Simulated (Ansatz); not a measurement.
Si:

```
CELL_PARAMETERS angstrom
0.00000 2.72185 2.72185
2.72185 0.00000 2.72185
2.72185 2.72185 0.00000
ATOMIC_POSITIONS crystal
Si 0.50000 0.50000 0.50000
Si 0.75000 0.75000 0.75000
```

Base run:

| Item | Value |
| --- | --- |
| Program | Ansatz 0.2.0 |
| Functional | PBE |
| Potentials or basis | all-electron PAW datasets made for the crystal |
| Cutoff | 200 eV |
| Density cutoff | 800 eV |
| k mesh | 8 × 8 × 8 |
| Occupations | fixed |
| Spin | no spin polarisation |

Its results: band gap on the k mesh 0.63 eV, indirect (least direct gap 2.56 eV); electronic dielectric tensor (diagonal) 12.48.

The run is repeated on the same cell with these changes: functional from PBE to LDA. What comes out?

Band gap on the k mesh 0.53 eV, indirect (least direct gap 2.52 eV); electronic dielectric tensor (diagonal) 12.84.

Caveats: the program warned that the printed levels may be off, so bands, gaps and densities of states are rough; the gap is small at this level, which inflates the dielectric constant.

A k mesh can miss the band edges.

Not every run made on this cell is shown here.
